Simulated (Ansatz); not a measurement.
# In (P6_3/mmc) in Ansatz: a series of runs

The runs below take In through single point, equation of state, with PBEsol.

Program: Ansatz 0.2.0. These are calculated values, not measurements. Logs are shortened: lines on timing, memory, paths and dates and some standing lists are left out, and cuts for length are marked.

### 1 The structure

It takes space group P6_3/mmc (No. 194, hexagonal). Conventional cell: a = 3.335 Å, b = 3.335 Å, c = 5.509 Å, α = 90.00°, β = 90.00°, γ = 120.00°. In (site symmetry -6m2) has 12 In at 3.34 to 3.36 Å as nearest neighbours.

This isn't the form of In at room conditions, which is tetragonal.

### 2 Single point, PBEsol, 24.95 Å³/atom (volume scaled by 0.94)

File input.yaml:

```yaml
crystal:
  lattice:
    - [3.2673945583, 0.0, 0.0]
    - [-1.6336972791, 2.8296466917, 0.0]
    - [0.0, 0.0, 5.3966798754]
  atoms:
    - { symbol: In, position: [0.6666666667, 0.3333333333, 0.75] }
    - { symbol: In, position: [0.3333333333, 0.6666666667, 0.25] }
hamiltonian:
  xc: pbesol
  pseudopotentials: { kind: paw }
kpoints:
  mp_grid: { grid: [9, 9, 5] }
scf:
  occupations: { method: fermi_dirac, width: 0.05 }
output:
  forces: true
  stress: true
  eigenvalues: true
```

Potentials or basis: Ansatz PAW.

Started as:

```console
> ansatz run input.yaml --threads 2 --pin off --max-ram 5632MiB --backend cpu --events-out ev --progress --plain --runs-dir out
```

What it wrote:

```text
Warning: RAYON_NUM_THREADS=2 ignored (pool sized by the plan → 2); use --threads N
Engine: ansatz 0.2.0, x86_64-unknown-linux-gnu
Pseudopotentials: kind: paw
Pseudopotential: In, paw, valence charge 13, recommended cutoff 420 eV (normal), In.paw.azcp
Functional definition: PBEsol
  exchange = pbesol_x
  correlation = pbesol_c
Crystal: 2 atoms, lattice volume = 49.895 Å³
Basis set: ecut = 420 eV, 991 PW (Γ), exchange–correlation on 48×48×80 points (8 copies of the dense FFT grid, shifted against one another)
Bands: 17, of which v1, the nominal top of the filled ones, is band 13 counted from 1 (12 counted from 0)
Symmetry: 24 space group operations
Space group: P63/mmc (ITA 194), of the structure as read, at distance tolerance 3.7e-5 Å
k-points: 36 of 405
Non-local potential: In, projectors of the file, l = 0: 2, l = 1: 2, l = 2: 2, l = 3: 2
PAW form: soft (Blöchl's): semilocal exchange-correlation on the pseudo side does not see the compensation charge
PAW frozen core: In, regenerated for the run's functional, and the local potential with it (the file was generated under x = pbe(κ = 0.804, μ = 0.2195149727645171), c = pbe(β = 0.06672455060314922))
PAW one-centre angular grid: In, 590 points (default); XC on 64 Gauss nodes
Initial density: superposition of atomic densities (neutral atoms: chi_scale 0, normalization atom), corrected by the library's trained network
Initial wavefunctions: pseudopotential atomic-orbital guess
Functional: x = pbesol(κ = 0.804, μ = 0.12345679012345678), c = pbesol(β = 0.046)
SCF iter   1: F=—  HF=-11050.783063 eV  |F-HF|=—  |Δ(HF+E_count)|=         —  Δρ=3.34e-3  dr2=5.49e-3  ethr=1.77e-3  ⟨swp⟩=6.1  Hψ=3127  notcnv=0
preconditioner: auto → Kerker (q_TF=auto, 2.447 Å⁻¹)  [metal: Δε(μ)=0.097 eV  Ē_g=16.014 eV  σ=0.050 eV  W_gap=0.45  n_scr=10 (ndim 8)  ℏωp=26.8 eV  f_vac=0.000  D(μ)=1.33/eV (n_scr^D=2)]
SCF iter   2: F=—  HF=-11050.778897 eV  |F-HF|=—  |Δ(HF+E_count)|=   4.17e-3  Δρ=1.56e-3  dr2=1.47e-3  ethr=2.11e-5  ⟨swp⟩=2.2  Hψ=1333  notcnv=0
SCF iter   3: F=—  HF=-11050.778325 eV  |F-HF|=—  |Δ(HF+E_count)|=   5.72e-4  Δρ=5.15e-4  dr2=1.06e-4  ethr=5.66e-6  ⟨swp⟩=2.0  Hψ=1048  notcnv=0
SCF iter   4: F=—  HF=-11050.778319 eV  |F-HF|=—  |Δ(HF+E_count)|=   5.99e-6  Δρ=3.97e-4  dr2=5.48e-5  ethr=4.09e-7  ⟨swp⟩=2.0  Hψ=1073  notcnv=0
SCF iter   5: F=—  HF=-11050.778288 eV  |F-HF|=—  |Δ(HF+E_count)|=   3.06e-5  Δρ=4.19e-5  dr2=7.15e-7  ethr=2.11e-7  ⟨swp⟩=2.1  Hψ=1015  notcnv=0
SCF iter   6: F=-11050.778288 eV  HF=-11050.778288 eV  |F-HF|=6.08e-10  |Δ(HF+E_count)|=   3.32e-7  Δρ=4.15e-6  dr2=9.66e-9  ethr=3.85e-10  ⟨swp⟩=6.3  Hψ=2944  notcnv=0
SCF 1 converged in 6 iterations: F = -11050.778288 eV  dr2 = 9.66e-9
SCF converged after 6 iterations
Free energy (F): -11050.778288 eV
Harris-Foulkes:  -11050.778288 eV  (|F-HF|=6.08e-10)
Internal energy: -11050.767240 eV  (E = F + TS)
E sigma→0 (E₀):  -11050.772764 eV
Entropy (-TS):   -0.011048 eV (-5.524 meV/atom)
Fermi energy:    10.826462 eV
--- Per-component energies (eV) ---
  E_band       = -33.341916
  E_kinetic    = 484.363721
  E_local      = -2093.344065  (includes V_loc(G=0)·N_el)
  E_nonlocal   = 734.814252
  E_hartree    = 819.868340
  E_xc         = -428.816286
  E_vxc        = -201.775703  (∫ρ·V_xc dr)
  E_paw        = -8162.774669  (= ΣΔE_a)
  E_vpaw       = -597.138640  (= ΣTr[D̂ρ^β])
  E_aug_tail   = 0.000051  (compensation charges beyond the density's cutoff)
  E_ewald      = -2405.350388
  E_core_change = 0.471805  (= ΣΔE_core)
  E_smearing   = -0.011048  (= −TS)
  E_closure    = 0.000000  (closes the sum)
  Σ components = -11050.778288   (vs F -11050.778288, Δ=0.00e0)
--- Forces (eV/Å), atoms counted from 1 ---
  atom   1  In     0.00000000    -0.00000000     0.00000000
  atom   2  In    -0.00000000     0.00000000     0.00000000
  max |Σ_I F_I| component: 1.85e-17 eV/Å
--- Stress (GPa, compression-positive) ---
        1.606546      -0.000000       0.000000
        0.000000       1.606546       0.000000
        0.000000       0.000000       0.643693
  P = ⅓ Tr σ = 1.2856 GPa (12.856 kbar)
--- Band table (eV; the first three rows and the last of 36) ---
  k-point 0: bands = ["-3.9286", "-3.8490", "-3.8164", "-3.8164", "-3.7839", "-3.7839", "-3.6978", "-3.6978", "-3.4869", "-3.4869", "0.8682", "6.2792", "7.1285", "19.5792", "19.5792", "21.4702", "21.4702"]
  k-point 1: bands = ["-3.9174", "-3.8521", "-3.8292", "-3.8292", "-3.7955", "-3.7955", "-3.6618", "-3.6618", "-3.4984", "-3.4984", "1.0929", "4.5581", "9.2883", "19.0122", "19.7728", "19.7728", "21.3750"]
  k-point 2: bands = ["-3.8910", "-3.8655", "-3.8354", "-3.8354", "-3.8198", "-3.8198", "-3.5947", "-3.5947", "-3.5350", "-3.5350", "1.7768", "2.9342", "12.2184", "15.5092", "20.3029", "20.3029", "20.9621"]
  k-point 35: bands = ["-3.8922", "-3.8922", "-3.8235", "-3.7071", "-3.6793", "-3.6793", "-3.6484", "-3.6464", "-3.4808", "-3.4808", "8.2223", "8.2223", "9.6530", "9.6530", "9.7757", "10.8814", "17.9098"]
```

Wall time 4.1 s (2 threads of Intel Xeon at 2.50GHz (Skylake/Cascade Lake), shared host); peak memory 0.34 GiB.

What came out:

- Free energy: -11050.7783 eV
- Pressure: 1.3 GPa
- Band gap on the k mesh: none (metal or under the smearing width)

Caveat: the PAW data sets come from PBE, with cores solved anew for the run's functional, which leaves a small shift of forces and pressure.

### 3 Single point, PBEsol, 25.48 Å³/atom (volume scaled by 0.96)

Edit input.yaml of step 2 so:

```diff
@@ -2,5 +2,5 @@
   lattice:
-    - [3.2673945583, 0.0, 0.0]
-    - [-1.6336972791, 2.8296466917, 0.0]
-    - [0.0, 0.0, 5.3966798754]
+    - [3.2904051372, 0.0, 0.0]
+    - [-1.6452025686, 2.8495744376, 0.0]
+    - [0.0, 0.0, 5.4346859154]
   atoms:
```

Potentials or basis: Ansatz PAW.

Started as:

```console
> ansatz run input.yaml --threads 2 --pin off --max-ram 5632MiB --backend cpu --events-out ev --progress --plain --runs-dir out
```

Run time: 5.5 s. Hardware: 2 threads of Intel Xeon at 2.50GHz (Skylake/Cascade Lake), shared host; peak memory 0.34 GiB.

Results (log left out):

```
Free energy            : -11050.7834 eV
Pressure               : 0.3 GPa
Band gap on the k mesh : none (metal or under the smearing width)
```

Caveat: the PAW data sets come from PBE, with cores solved anew for the run's functional, which leaves a small shift of forces and pressure.

### 4 Single point, PBEsol, 26.01 Å³/atom (volume scaled by 0.98)

Edit input.yaml of step 3 so:

```diff
@@ -2,5 +2,5 @@
   lattice:
-    - [3.2904051372, 0.0, 0.0]
-    - [-1.6452025686, 2.8495744376, 0.0]
-    - [0.0, 0.0, 5.4346859154]
+    - [3.3130983036, 0.0, 0.0]
+    - [-1.6565491518, 2.8692272962, 0.0]
+    - [0.0, 0.0, 5.4721676924]
   atoms:
@@ -19 +19,5 @@
   eigenvalues: true
+  write_density: true
+  write_potential: true
+  elf: true
+  volumetric_format: npy
```

Started as:

```console
> ansatz run input.yaml --threads 2 --pin off --max-ram 5632MiB --backend cpu --events-out ev --progress --plain --runs-dir out
```

It took 5.2 s on 2 threads of Intel Xeon at 2.50GHz (Skylake/Cascade Lake), shared host; peak memory 0.35 GiB.

Results (log left out):

```yaml
Free_energy: -11050.7822 eV
Pressure: -0.6 GPa
Band_gap_on_the_k_mesh: none (metal or under the smearing width)
```

Caveat: the PAW data sets come from PBE, with cores solved anew for the run's functional, which leaves a small shift of forces and pressure.

### 5 Single point, PBEsol, 26.54 Å³/atom

Edit input.yaml of step 4 so:

```diff
@@ -2,5 +2,5 @@
   lattice:
-    - [3.3130983036, 0.0, 0.0]
-    - [-1.6565491518, 2.8692272962, 0.0]
-    - [0.0, 0.0, 5.4721676924]
+    - [3.335484782, 0.0, 0.0]
+    - [-1.667742391, 2.8886145552, 0.0]
+    - [0.0, 0.0, 5.50914292]
   atoms:
@@ -19,5 +19 @@
   eigenvalues: true
-  write_density: true
-  write_potential: true
-  elf: true
-  volumetric_format: npy
```

Started as:

```console
> ansatz run input.yaml --threads 2 --pin off --max-ram 5632MiB --backend cpu --events-out ev --progress --plain --runs-dir out
```

Run time: 4.8 s. Hardware: 2 threads of Intel Xeon at 2.50GHz (Skylake/Cascade Lake), shared host; peak memory 0.34 GiB.

It converged, with:

```yaml
Free_energy: -11050.7755 eV
Pressure: -1.4 GPa
Band_gap_on_the_k_mesh: none (metal or under the smearing width)
```

Caveat: the PAW data sets come from PBE, with cores solved anew for the run's functional, which leaves a small shift of forces and pressure.

### 6 Single point, PBEsol, 27.07 Å³/atom (volume scaled by 1.02)

Edit input.yaml of step 5 so:

```diff
@@ -2,5 +2,5 @@
   lattice:
-    - [3.335484782, 0.0, 0.0]
-    - [-1.667742391, 2.8886145552, 0.0]
-    - [0.0, 0.0, 5.50914292]
+    - [3.357574729, 0.0, 0.0]
+    - [-1.6787873645, 2.9077450104, 0.0]
+    - [0.0, 0.0, 5.5456283735]
   atoms:
```

Potentials or basis: Ansatz PAW.

Started as:

```console
> ansatz run input.yaml --threads 2 --pin off --max-ram 5632MiB --backend cpu --events-out ev --progress --plain --runs-dir out
```

Run time: 3.8 s. Hardware: 2 threads of Intel Xeon at 2.50GHz (Skylake/Cascade Lake), shared host; peak memory 0.35 GiB.

The run converged. Its results:

| Property | Result |
| --- | --- |
| Free energy | -11050.7642 eV |
| Pressure | -2.0 GPa |
| Band gap on the k mesh | none (metal or under the smearing width) |

Caveat: the PAW data sets come from PBE, with cores solved anew for the run's functional, which leaves a small shift of forces and pressure.

### 7 Single point, PBEsol, 27.60 Å³/atom (volume scaled by 1.04)

Edit input.yaml of step 6 so:

```diff
@@ -2,5 +2,5 @@
   lattice:
-    - [3.357574729, 0.0, 0.0]
-    - [-1.6787873645, 2.9077450104, 0.0]
-    - [0.0, 0.0, 5.5456283735]
+    - [3.3793777732, 0.0, 0.0]
+    - [-1.6896888866, 2.9266270006, 0.0]
+    - [0.0, 0.0, 5.5816399564]
   atoms:
```

Started as:

```console
> ansatz run input.yaml --threads 2 --pin off --max-ram 5632MiB --backend cpu --events-out ev --progress --plain --runs-dir out
```

Run time: 4.1 s. Hardware: 2 threads of Intel Xeon at 2.50GHz (Skylake/Cascade Lake), shared host; peak memory 0.35 GiB.

Results (log left out):

```
Free energy            : -11050.7489 eV
Pressure               : -2.6 GPa
Band gap on the k mesh : none (metal or under the smearing width)
```

Caveat: the PAW data sets come from PBE, with cores solved anew for the run's functional, which leaves a small shift of forces and pressure.

### 8 Single point, PBEsol, 28.13 Å³/atom (volume scaled by 1.06)

Edit input.yaml of step 7 so:

```diff
@@ -2,5 +2,5 @@
   lattice:
-    - [3.3793777732, 0.0, 0.0]
-    - [-1.6896888866, 2.9266270006, 0.0]
-    - [0.0, 0.0, 5.5816399564]
+    - [3.4009030527, 0.0, 0.0]
+    - [-1.7004515264, 2.9452684395, 0.0]
+    - [0.0, 0.0, 5.6171927618]
   atoms:
@@ -19 +19,5 @@
   eigenvalues: true
+  write_density: true
+  write_potential: true
+  elf: true
+  volumetric_format: npy
```

Started as:

```console
> ansatz run input.yaml --threads 2 --pin off --max-ram 5632MiB --backend cpu --events-out ev --progress --plain --runs-dir out
```

Run time: 5.1 s. Hardware: 2 threads of Intel Xeon at 2.50GHz (Skylake/Cascade Lake), shared host; peak memory 0.36 GiB.

It converged, with:

| Item | Value |
| --- | --- |
| Free energy | -11050.7303 eV |
| Pressure | -3.0 GPa |
| Band gap on the k mesh | none (metal or under the smearing width) |

Caveat: the PAW data sets come from PBE, with cores solved anew for the run's functional, which leaves a small shift of forces and pressure.

### 9 Equation of state, PBEsol

Potentials or basis: Ansatz PAW.

This step only gathers the single runs of the series.

What came out:

* Equilibrium volume: 25.63 Å³/atom
* Bulk modulus at fixed shape and positions: 44 GPa
* Pressure derivative of the bulk modulus: 6.5

Energy against volume, from the lowest point:
```tsv
volume (Å³/atom)	energy (meV/atom)
24.948	2.55
25.478	0.00
26.009	0.60
26.540	3.94
27.071	9.61
27.602	17.24
28.133	26.54
```

Caveat: the cell was scaled at fixed shape and fractional positions, which overstates the stiffness of a crystal with free parameters, most of all of layers and chains.
